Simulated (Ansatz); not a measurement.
**Σ5 (310) boundary in bcc W with B (interstitial): structure and resistance**

Wanted: what the Σ5 (310) boundary in bcc W with B (interstitial) costs an interconnect.

Method: Ansatz plane-wave DFT, PBE, PAW files; relaxation of a bicrystal slab with its lowest layers held; PAW set soft_1, in the first sound run; inputs show where later runs differ, in Ansatz 0.2.0.

## Step 1: Set-up

The cell holds 20 atoms: 19 W and 1 B. Its edges and angles: a = 5.248 Å, b = 3.165 Å, c = 29.414 Å, α = 90.0°, β = 90.0°, γ = 72.5°. It derives from W. built on the (3 1 0) plane; 1 overlapping atoms removed and the grains opened by 0.4 Å. Vacuum lies along c.

## Step 2: Relaxing the bicrystal

The boundary is built by mirroring the lower grain in the boundary plane and removing any atoms that overlap; then the B is put in at the boundary. A thin bicrystal slab is relaxed first, with the lowest layers held and the upper grain free to shift and open.

input.yaml

```yaml
crystal:
  lattice:
    - [5.2482270683, 0.0, 0.0]
    - [0.9542231033, 3.0175184024, 0.0]
    - [0.0, 0.0, 29.4143574102]
  atoms:
    - { symbol: W, position: [0.8, 0.6000000001, 0.1699850155] }
    - { symbol: W, position: [0.2, 0.9, 0.2040091358] }
    - { symbol: W, position: [0.6, 0.2, 0.238033256] }
    - { symbol: W, position: [0.0, 0.5, 0.2720573763] }
    - { symbol: W, position: [0.4, 0.8, 0.3060814965] }
    - { symbol: W, position: [0.8, 0.1, 0.3401056168] }
    - { symbol: W, position: [0.2, 0.4, 0.3741297371] }
    - { symbol: W, position: [0.6, 0.7, 0.4081538573] }
    - { symbol: W, position: [0.0, 0.0, 0.4421779776] }
    - { symbol: B, position: [0.3333333333, 0.3333333333, 0.4506772283] }
    - { symbol: W, position: [0.6, 0.7, 0.4898008991] }
    - { symbol: W, position: [0.2, 0.4, 0.5238250193] }
    - { symbol: W, position: [0.8, 0.1, 0.5578491396] }
    - { symbol: W, position: [0.4, 0.8, 0.5918732599] }
    - { symbol: W, position: [0.0, 0.5, 0.6258973801] }
    - { symbol: W, position: [0.6, 0.2, 0.6599215004] }
    - { symbol: W, position: [0.2, 0.9, 0.6939456206] }
    - { symbol: W, position: [0.8, 0.6000000001, 0.7279697409] }
    - { symbol: W, position: [0.4, 0.3000000001, 0.7619938612] }
    - { symbol: W, position: [0.0, 1.0e-10, 0.7960179814] }
kpoints:
  mp_grid: { grid: [8, 8, 1] }
hamiltonian:
  xc: pbe
  pseudopotentials: { kind: paw, azcp: { folder: soft_1 } }
scf:
  occupations: { method: fermi_dirac, width: 0.1 }
relax:
  f_tol: 0.03
  max_steps: 80
  constraints: [{ sites: [0, 1, 2] }]
```

Run with:

```bash
$ ansatz run input.yaml --threads 4 --pin off --max-ram 15360MiB --backend cpu --events-out ev --progress --plain --runs-dir out
```

Numbers of over 12 decimals in the logs are rounded to 6 here.

The log of the run:

```text
Engine: ansatz 0.2.0, aarch64-unknown-linux-gnu
Pseudopotentials: kind: paw
Pseudopotential: W, paw, valence charge 14, recommended cutoff 420 eV (normal), soft_1/W.paw.azcp
Pseudopotential: B, paw, valence charge 3, recommended cutoff 420 eV (normal), soft_1/B.paw.azcp
Functional definition: PBE
  parameter kappa = 0.804
  parameter beta = 0.066725
  exchange = pbe_x(kappa = kappa, mu = beta*pi^2/3)
  correlation = pbe_c(beta = beta)
Crystal: 20 atoms, lattice volume = 465.824 Å³
Basis set: ecut = 420 eV, 9131 PW (Γ), exchange–correlation on 72×48×400 points (8 copies of the dense FFT grid, shifted against one another)
Bands: 162, of which v1, the nominal top of the filled ones, is band 135 counted from 1 (134 counted from 0)
Symmetry: 2 space group operations
Space group: Cm (ITA 8), of the structure as read, at distance tolerance 7.8e-5 Å
k-points: 21 of 64 (time reversal used)
Non-local potential: W, projectors of the file, l = 0: 3, l = 1: 2, l = 2: 2, l = 3: 1
Non-local potential: B, projectors of the file, l = 0: 2, l = 1: 2, l = 2: 1
PAW form: soft (Blöchl's): semilocal exchange-correlation on the pseudo side does not see the compensation charge
PAW one-centre angular grid: W, 590 points (default); XC on 64 Gauss nodes
PAW one-centre angular grid: B, 110 points (default); XC on 64 Gauss nodes
Initial density: superposition of atomic densities (neutral atoms: chi_scale 0, normalization atom)
Initial wavefunctions: pseudopotential atomic-orbital guess
Functional: x = pbe(κ = 0.804, μ = 0.219515), c = pbe(β = 0.066725)
SCF iter   1: F=—  HF=-197490.010265 eV  |F-HF|=—  |Δ(HF+E_count)|=         —  Δρ=6.20e-2  dr2=2.32e2  ethr=3.10e-3  ⟨swp⟩=8.8  Hψ=15747  notcnv=0
preconditioner: auto → LDOS  [metal: Δε(μ)=0.027 eV  Ē_g=5.369 eV  σ=0.100 eV  W_gap=0.07  n_scr=116 (ndim 8)  ℏωp=18.6 eV  f_vac=0.278  D(μ)=12.30/eV (n_scr^D=82)  β→1.0]
SCF iter   2: F=—  HF=-197487.484130 eV  |F-HF|=—  |Δ(HF+E_count)|=    2.53e0  Δρ=5.50e-2  dr2=2.46e2  ethr=3.10e-3  ⟨swp⟩=8.5  Hψ=12296  notcnv=0  defer=8
SCF iter   3: F=—  HF=-197480.362527 eV  |F-HF|=—  |Δ(HF+E_count)|=    7.12e0  Δρ=1.12e-2  dr2=3.74e0  ethr=3.10e-3  ⟨swp⟩=5.5  Hψ=8675  notcnv=0  defer=21
SCF iter   4: F=—  HF=-197480.115354 eV  |F-HF|=—  |Δ(HF+E_count)|=   2.47e-1  Δρ=3.29e-3  dr2=1.79e-1  ethr=1.39e-3  ⟨swp⟩=4.0  Hψ=5535  notcnv=0  defer=9
SCF iter   5: F=—  HF=-197480.096743 eV  |F-HF|=—  |Δ(HF+E_count)|=   1.86e-2  Δρ=1.26e-3  dr2=4.02e-2  ethr=6.67e-5  ⟨swp⟩=3.0  Hψ=4933  notcnv=0  defer=7
SCF iter   6: F=—  HF=-197480.095747 eV  |F-HF|=—  |Δ(HF+E_count)|=   9.96e-4  Δρ=5.65e-4  dr2=7.75e-3  ethr=1.49e-5  ⟨swp⟩=2.3  Hψ=4827  notcnv=0  defer=7
SCF iter   7: F=—  HF=-197480.095139 eV  |F-HF|=—  |Δ(HF+E_count)|=   6.08e-4  Δρ=1.60e-4  dr2=3.68e-4  ethr=2.88e-6  ⟨swp⟩=2.5  Hψ=4939  notcnv=0  defer=7
SCF iter   8: F=—  HF=-197480.095143 eV  |F-HF|=—  |Δ(HF+E_count)|=   3.82e-6  Δρ=6.60e-5  dr2=1.35e-4  ethr=1.37e-7  ⟨swp⟩=3.1  Hψ=6138  notcnv=0  defer=2
SCF iter   9: F=-197480.095140 eV  HF=-197480.095144 eV  |F-HF|=4.15e-6  |Δ(HF+E_count)|=   1.56e-6  Δρ=2.11e-5  dr2=8.94e-6  ethr=8.36e-9  ⟨swp⟩=3.6  Hψ=12674  notcnv=0
SCF 1 converged in 9 iterations: F = -197480.095140 eV  dr2 = 8.94e-6
  greatest PAW one-centre occupation: 0.999 electrons in one spin orbital (limit 2), on the W atom at site 2 (counted from 0), in its partial waves of l = 0
relax step   1: F+E_penalty+E_count = -197480.09513991 eV  Δ(F+E_penalty+E_count) = +0.000e0 eV  max|allowed force component| = 3.283e0 eV/Å  Δτ_max = 0.0000 Å  (9 SCF iters, dr2 threshold 2.25e-5 eV, accepted)
Initial density: handed on by an earlier stage of this run
Initial wavefunctions: those handed on with the density
iter 1 solved again at ethr=1.47e-3 eV; its pass at ethr=3.10e-3 eV (dr2=3.95e0 eV) is discarded
SCF iter   1: F=—  HF=-197481.060730 eV  |F-HF|=—  |Δ(HF+E_count)|=         —  Δρ=1.36e-2  dr2=3.97e0  ethr=1.47e-3  ⟨swp⟩=1.3  Hψ=12743  notcnv=0
preconditioner: auto → LDOS  [metal: Δε(μ)=0.008 eV  Ē_g=4.924 eV  σ=0.100 eV  W_gap=0.02  n_scr=116 (ndim 8)  ℏωp=18.6 eV  f_vac=0.287  D(μ)=12.31/eV (n_scr^D=82)  β→1.0]
SCF iter   2: F=—  HF=-197480.923467 eV  |F-HF|=—  |Δ(HF+E_count)|=   1.37e-1  Δρ=5.73e-3  dr2=5.22e-1  ethr=1.47e-3  ⟨swp⟩=3.9  Hψ=6408  notcnv=0  defer=5
SCF iter   3: F=—  HF=-197480.843702 eV  |F-HF|=—  |Δ(HF+E_count)|=   7.98e-2  Δρ=2.11e-3  dr2=7.18e-2  ethr=1.94e-4  ⟨swp⟩=3.2  Hψ=6954  notcnv=0  defer=6
SCF iter   4: F=—  HF=-197480.829110 eV  |F-HF|=—  |Δ(HF+E_count)|=   1.46e-2  Δρ=4.15e-4  dr2=3.25e-3  ethr=2.67e-5  ⟨swp⟩=2.5  Hψ=5653  notcnv=0  defer=5
SCF iter   5: F=—  HF=-197480.829206 eV  |F-HF|=—  |Δ(HF+E_count)|=   9.56e-5  Δρ=1.30e-4  dr2=3.48e-4  ethr=1.21e-6  ⟨swp⟩=2.1  Hψ=5118  notcnv=0  defer=5
SCF iter   6: F=-197480.829248 eV  HF=-197480.829265 eV  |F-HF|=1.70e-5  |Δ(HF+E_count)|=   5.93e-5  Δρ=5.49e-5  dr2=3.89e-5  ethr=3.72e-8  ⟨swp⟩=3.2  Hψ=12430  notcnv=0
SCF 2 converged in 6 iterations: F = -197480.829248 eV  dr2 = 3.89e-5
relax step   2: F+E_penalty+E_count = -197480.82924808 eV  Δ(F+E_penalty+E_count) = -7.341e-1 eV  max|allowed force component| = 1.240e0 eV/Å  Δτ_max = 0.1948 Å  (6 SCF iters, dr2 threshold 1.00e-4 eV, accepted)
iter 1 solved again at ethr=2.63e-3 eV; its pass at ethr=3.10e-3 eV (dr2=7.08e0 eV) is discarded
SCF iter   1: F=—  HF=-197481.228272 eV  |F-HF|=—  |Δ(HF+E_count)|=         —  Δρ=1.65e-2  dr2=6.95e0  ethr=2.63e-3  ⟨swp⟩=1.0  Hψ=12829  notcnv=0  defer=2
preconditioner: auto → LDOS  [metal: Δε(μ)=0.028 eV  Ē_g=4.869 eV  σ=0.100 eV  W_gap=0.07  n_scr=116 (ndim 8)  ℏωp=18.6 eV  f_vac=0.280  D(μ)=12.53/eV (n_scr^D=82)  β→1.0]
SCF iter   2: F=—  HF=-197481.108117 eV  |F-HF|=—  |Δ(HF+E_count)|=   1.20e-1  Δρ=5.70e-3  dr2=5.78e-1  ethr=2.58e-3  ⟨swp⟩=2.6  Hψ=4924  notcnv=0  defer=4
SCF iter   3: F=—  HF=-197481.060007 eV  |F-HF|=—  |Δ(HF+E_count)|=   4.81e-2  Δρ=3.49e-3  dr2=2.07e-1  ethr=2.15e-4  ⟨swp⟩=3.7  Hψ=8112  notcnv=0  defer=7
SCF iter   4: F=—  HF=-197481.027304 eV  |F-HF|=—  |Δ(HF+E_count)|=   3.27e-2  Δρ=1.31e-3  dr2=2.23e-2  ethr=7.69e-5  ⟨swp⟩=2.0  Hψ=5046  notcnv=0  defer=6
SCF iter   5: F=—  HF=-197481.023288 eV  |F-HF|=—  |Δ(HF+E_count)|=   4.02e-3  Δρ=3.03e-4  dr2=1.23e-3  ethr=8.29e-6  ⟨swp⟩=2.0  Hψ=4891  notcnv=0  defer=6
SCF iter   6: F=—  HF=-197481.023048 eV  |F-HF|=—  |Δ(HF+E_count)|=   2.40e-4  Δρ=9.04e-5  dr2=1.22e-4  ethr=4.56e-7  ⟨swp⟩=2.3  Hψ=5499  notcnv=0  defer=6
SCF iter   7: F=-197481.023032 eV  HF=-197481.023037 eV  |F-HF|=4.57e-6  |Δ(HF+E_count)|=   1.10e-5  Δρ=2.35e-5  dr2=8.00e-6  ethr=3.57e-8  ⟨swp⟩=2.7  Hψ=13045  notcnv=0
SCF 3 converged in 7 iterations: F = -197481.023032 eV  dr2 = 8.00e-6
relax step   3: F+E_penalty+E_count = -197481.02303249 eV  Δ(F+E_penalty+E_count) = -1.938e-1 eV  max|allowed force component| = 3.952e-1 eV/Å  Δτ_max = 0.1916 Å  (7 SCF iters, dr2 threshold 9.61e-5 eV, accepted)
[...]
relax step   4: F+E_penalty+E_count = -197481.04362101 eV  Δ(F+E_penalty+E_count) = -2.059e-2 eV  max|allowed force component| = 1.775e-1 eV/Å  Δτ_max = 0.0472 Å  (5 SCF iters, dr2 threshold 1.59e-5 eV, accepted)
[...]
relax step   5: F+E_penalty+E_count = -197481.04776696 eV  Δ(F+E_penalty+E_count) = -4.146e-3 eV  max|allowed force component| = 6.641e-2 eV/Å  Δτ_max = 0.0275 Å  (5 SCF iters, dr2 threshold 3.20e-6 eV, accepted)
SCF iter   1: F=—  HF=-197481.048766 eV  |F-HF|=—  |Δ(HF+E_count)|=         —  Δρ=5.82e-4  dr2=2.60e-3  ethr=1.66e-5  ⟨swp⟩=2.0  Hψ=5443  notcnv=0  defer=2
preconditioner: auto → LDOS  [metal: Δε(μ)=0.011 eV  Ē_g=4.867 eV  σ=0.100 eV  W_gap=0.03  n_scr=116 (ndim 8)  ℏωp=18.6 eV  f_vac=0.280  D(μ)=12.44/eV (n_scr^D=82)  β→1.0]
SCF iter   2: F=—  HF=-197481.048634 eV  |F-HF|=—  |Δ(HF+E_count)|=   1.32e-4  Δρ=2.04e-4  dr2=6.24e-4  ethr=9.65e-7  ⟨swp⟩=2.0  Hψ=5190  notcnv=0  defer=2
SCF iter   3: F=—  HF=-197481.048549 eV  |F-HF|=—  |Δ(HF+E_count)|=   8.48e-5  Δρ=7.34e-5  dr2=6.67e-5  ethr=2.32e-7  ⟨swp⟩=3.2  Hψ=6892  notcnv=0  defer=2
SCF iter   4: F=—  HF=-197481.048352 eV  |F-HF|=—  |Δ(HF+E_count)|=   1.97e-4  Δρ=1.45e-5  dr2=1.93e-6  ethr=2.48e-8  ⟨swp⟩=2.3  Hψ=5342  notcnv=0  defer=2
SCF iter   5: F=—  HF=-197481.048352 eV  |F-HF|=—  |Δ(HF+E_count)|=   7.58e-8  Δρ=4.69e-6  dr2=1.95e-7  ethr=7.16e-10  ⟨swp⟩=2.6  Hψ=6399  notcnv=0  defer=2
SCF iter   6: F=-197481.048352 eV  HF=-197481.048352 eV  |F-HF|=2.63e-8  |Δ(HF+E_count)|=   9.19e-8  Δρ=2.19e-6  dr2=6.07e-8  ethr=3.72e-11  ⟨swp⟩=5.6  Hψ=11557  notcnv=0
SCF 6 converged in 6 iterations: F = -197481.048352 eV  dr2 = 6.07e-8
relax step   6: F+E_penalty+E_count = -197481.04835243 eV  Δ(F+E_penalty+E_count) = -5.855e-4 eV  max|allowed force component| = 2.227e-2 eV/Å  Δτ_max = 0.0091 Å  (6 SCF iters, accepted)
SCF converged after 6 iterations
Free energy (F): -197481.048352 eV
Harris-Foulkes:  -197481.048352 eV  (|F-HF|=2.63e-8)
Internal energy: -197480.635666 eV  (E = F + TS)
E sigma→0 (E₀):  -197480.842009 eV
Entropy (-TS):   -0.412687 eV (-20.634 meV/atom)
Fermi energy:    13.300032 eV
--- Per-component energies (eV) ---
  E_band       = -3972.157478
  E_kinetic    = 8038.776869
  E_local      = -229629.263643  (includes V_loc(G=0)·N_el)
  E_nonlocal   = -472.149186
  E_hartree    = 112797.624510
  E_xc         = -5106.030443
  E_vxc        = -4416.663172  (∫ρ·V_xc dr)
  E_paw        = -163056.028225  (= ΣΔE_a)
  E_vpaw       = -3088.058457  (= ΣTr[D̂ρ^β])
  E_aug_tail   = 0.002837  (compensation charges beyond the density's cutoff)
  E_ewald      = 79946.431616
  E_smearing   = -0.412687  (= −TS)
  E_closure    = 0.000000  (closes the sum)
  Σ components = -197481.048352   (vs F -197481.048352, Δ=0.00e0)
--- Forces (eV/Å), atoms counted from 1 ---
  atom   1  W      0.36345990    -0.11493611     1.89539591
  atom   2  W     -0.50681094     0.16026769    -0.79279269
  atom   3  W      0.14076177    -0.04451278    -1.10470936
  atom   4  W     -0.00137743     0.00043558     0.00150548
  atom   5  W     -0.00171132     0.00054117    -0.00157817
  atom   6  W      0.00573098    -0.00181230    -0.00136560
  atom   7  W      0.00195466    -0.00061812    -0.00218733
  atom   8  W      0.00357362    -0.00113008     0.00051631
  atom   9  W      0.00020765    -0.00006566     0.00972722
  atom  10  B      0.00092399    -0.00029219    -0.00064019
  atom  11  W     -0.00269841     0.00085331    -0.00130701
  atom  12  W     -0.00399208     0.00126241    -0.00195542
  atom  13  W      0.00287069    -0.00090779    -0.00663543
  atom  14  W     -0.00697821     0.00220670     0.01127617
  atom  15  W      0.00065546    -0.00020727    -0.00136207
  atom  16  W      0.00026171    -0.00008276    -0.01193440
  atom  17  W     -0.00200226     0.00063317     0.01078345
  atom  18  W     -0.00595318     0.00188256     0.00764115
  atom  19  W      0.00204354    -0.00064622     0.01178820
  atom  20  W      0.00910969    -0.00288074    -0.02226859
  max |Σ_I F_I| component: 1.02e-4 eV/Å
--- Relaxed structure (6 steps of the walk, 6 accepted, 0 SCFs on fresh bases) ---
  F+E_penalty+E_count = -197481.04835243 eV   max|allowed force component| = 2.227e-2 eV/Å
  atoms:
    - { symbol: W, position: [0.800000, 0.600000, 0.169985] }
    - { symbol: W, position: [0.200000, 0.900000, 0.204009] }
    - { symbol: W, position: [0.600000, 0.2, 0.238033256] }
    - { symbol: W, position: [0.00311177, 0.498444, 0.271585] }
    - { symbol: W, position: [0.403542, 0.798229, 0.306398] }
    - { symbol: W, position: [0.804380, 0.097810, 0.340239] }
    - { symbol: W, position: [0.195336, 0.402332, 0.375449] }
    - { symbol: W, position: [0.600887, 0.699557, 0.407065] }
    - { symbol: W, position: [0.025474, -0.012737, 0.451931] }
    - { symbol: B, position: [0.367172, 0.316414, 0.451746] }
    - { symbol: W, position: [0.601499, 0.699251, 0.496472] }
    - { symbol: W, position: [0.196463, 0.401769, 0.528029] }
    - { symbol: W, position: [0.804343, 0.097828, 0.563387] }
    - { symbol: W, position: [0.402482, 0.798759, 0.597455] }
    - { symbol: W, position: [0.00469878, 0.497651, 0.631531] }
    - { symbol: W, position: [0.606316, 0.196842, 0.666015] }
    - { symbol: W, position: [0.206114, 0.896943, 0.700014] }
    - { symbol: W, position: [0.802244, 0.598878, 0.735297] }
    - { symbol: W, position: [0.396130, 0.301935, 0.769357] }
    - { symbol: W, position: [0.015076, -0.00753815, 0.796970] }
```

Wall time 3.6 min (4 threads of Arm Neoverse V2, shared host); peak memory 2.3 GiB; 14 min of CPU time.

Relaxation path:

```csv
step,energy less that of the first step (eV),largest force component (eV/Å)
1,0.0000,3.2831
2,-0.7341,1.2401
3,-0.9279,0.3952
4,-0.9485,0.1775
5,-0.9526,0.0664
6,-0.9532,0.0223
```

The run keeps the 2 symmetry operations that it works with, so distortions that break them were not tested.

The atoms that moved most (Å):

```csv
atom,dx,dy,dz,length
W9,0.122,-0.038,0.287,0.314
W19,-0.018,0.006,0.217,0.217
W18,0.011,-0.003,0.216,0.216
W11,0.007,-0.002,0.196,0.196
W16,0.030,-0.010,0.179,0.182
W17,0.029,-0.009,0.178,0.181
B10,0.161,-0.051,0.031,0.172
W15,0.022,-0.007,0.166,0.167
```

Numbers from this step:

```
free energy             : -197481.0484 eV
energy at zero smearing : -197480.8420 eV
Fermi energy            : 13.30 eV
```

The largest force component on a free atom ends at 0.022 eV/Å, under the tolerance of 0.03, after 6 steps.

(Continued in part 2 of 2.)

[Logs are printed without paths, hosts, clocks, repeated set-up lines and the standing remarks that a program may print on its own settings, such as how far it seeks lower states.]

[Hosts, paths, dates, database ids (printed as entryN), source tags and the programs' standing remarks are cut or masked in the printed files.]
